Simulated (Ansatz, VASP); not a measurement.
## One calculation of Ag, two programs

```
Ag
1.0
     0.00000    2.04275    2.04275
     2.04275    0.00000    2.04275
     2.04275    2.04275    0.00000
Ag
1
Direct
  0.00000 0.00000 0.00000
```

Alike in both runs: task single point; functional PBE; k mesh 11 × 11 × 11; occupations gaussian, width 0.028 eV; no spin polarisation.

|  | VASP | Ansatz |
| --- | --- | --- |
| version | VASP 6.6.1 | Ansatz 0.2.0 |
| potentials or method | VASP PAW PBE potentials, release 64 (Ag), cutoff 520 eV | all-electron LAPW, scalar-relativistic |

Ansatz gave:

| Property | Result |
| --- | --- |
| gap on the k mesh at the Fermi level (eV) | none |
| pressure (GPa) | 4.3 |

Q: Which values does VASP return?

A: gap on the k mesh at the Fermi level (eV): none; pressure (GPa): 4.1.

A gap of «none» marks a metal or a gap that the smearing closes. Ansatz ran all-electron here, so the differences hold the error of VASP's frozen core and of both bases.
